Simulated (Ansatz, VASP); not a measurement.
# C in VASP and in Ansatz

Contents of POSCAR:

```
C
1.0
    2.5032699062      0.0000000000      0.0000000000
   -1.2516349531      2.1678953313      0.0000000000
    0.0000000000      0.0000000000      4.1687214673
C
4
Direct
    0.3333333333      0.6666666667      0.0627304278
    0.6666666667      0.3333333333      0.5627304278
    0.3333333333      0.6666666667      0.4372695722
    0.6666666667      0.3333333333      0.9372695722
```

File INCAR.step1:

```
SYSTEM = C
ALGO     = Normal         ! electronic algorithm
EDIFF    = 1E-4           ! SCF threshold, eV
ENCUT    = 520            ! plane-wave cutoff, eV
GGA      = PE             ! functional
ISMEAR   = -1             ! smearing method
LASPH    = .True.         ! aspherical terms in the spheres
LCHARG   = .False.        ! write CHGCAR
LREAL    = .False.        ! projectors in reciprocal space
LWAVE    = .True.         ! write WAVECAR
NBANDS   = 16             ! bands
NELM     = 80             ! most SCF steps
PREC     = Accurate       ! precision mode
SIGMA    = 0.05           ! smearing width, eV
```

Contents of INCAR.step2:

```
SYSTEM = C
ALGO     = Normal         ! electronic algorithm
EDIFF    = 1E-6           ! SCF threshold, eV
ENCUT    = 520            ! plane-wave cutoff, eV
ISIF     = 2              ! what is computed and relaxed
ISMEAR   = -1             ! smearing method
ISTART   = 1            
LASPH    = .True.         ! aspherical terms in the spheres
LCHARG   = .True.         ! write CHGCAR
LELF     = .True.         ! ELF
LMIXTAU  = .True.       
LREAL    = .False.        ! projectors in reciprocal space
LVHAR    = .True.       
LWAVE    = .False.        ! write WAVECAR
METAGGA  = R2SCAN         ! meta-GGA
NBANDS   = 16             ! bands
NELM     = 80             ! most SCF steps
PREC     = Accurate       ! precision mode
SIGMA    = 0.05           ! smearing width, eV
```

KPOINTS

```
k-points
0
Gamma
  12 12 7
  0 0 0
```

Input for Ansatz:

```yaml
crystal:
  lattice:
    - [2.5032699062, 0.0, 0.0]
    - [-1.2516349531, 2.1678953313, 0.0]
    - [0.0, 0.0, 4.1687214673]
  atoms:
    - { symbol: C, position: [0.3333333333, 0.6666666667, 0.0627304278] }
    - { symbol: C, position: [0.6666666667, 0.3333333333, 0.5627304278] }
    - { symbol: C, position: [0.3333333333, 0.6666666667, 0.4372695722] }
    - { symbol: C, position: [0.6666666667, 0.3333333333, 0.9372695722] }
hamiltonian:
  xc: r2scan
  pseudopotentials:
    kind: paw
    azcp:
      C: "pseudopotentials/C.paw.azcp"
basis:
  ecutwfc: 500
  fft_grid_basis: typed
kpoints:
  mp_grid: { grid: [12, 12, 7], shift: [0, 0, 0] }
magnetization:
  spin_polarized: false
scf:
  occupations: { method: fermi_dirac, width: 0.05 }
  lower_state_search: "off"
output:
  stress: true
```

Alike in both runs: task single point; functional r2SCAN; k mesh 12 × 12 × 7; occupations fermi-dirac, width 0.05 eV; no spin polarisation.

|  | VASP | Ansatz |
| --- | --- | --- |
| version | VASP 6.6.1 | Ansatz 0.2.0 |
| potentials or method | VASP PAW PBE potentials, release 64 (C) | plane waves (500 eV) with PAW, scalar-relativistic |
| plane-wave cutoff (eV) | 520 | 500 |
| valence electrons in the cell | 16 | 16 |

|  | VASP | Ansatz | Ansatz less VASP |
| --- | --- | --- | --- |
| pressure (GPa) | 1.0 | 0.0 | -0.97 |
| largest component of the traceless stress (GPa) | 0.01 | 0.05 | +0.047 |

Caveats: the PAW data sets were made with another functional, which shifts forces and pressure a little (VASP).
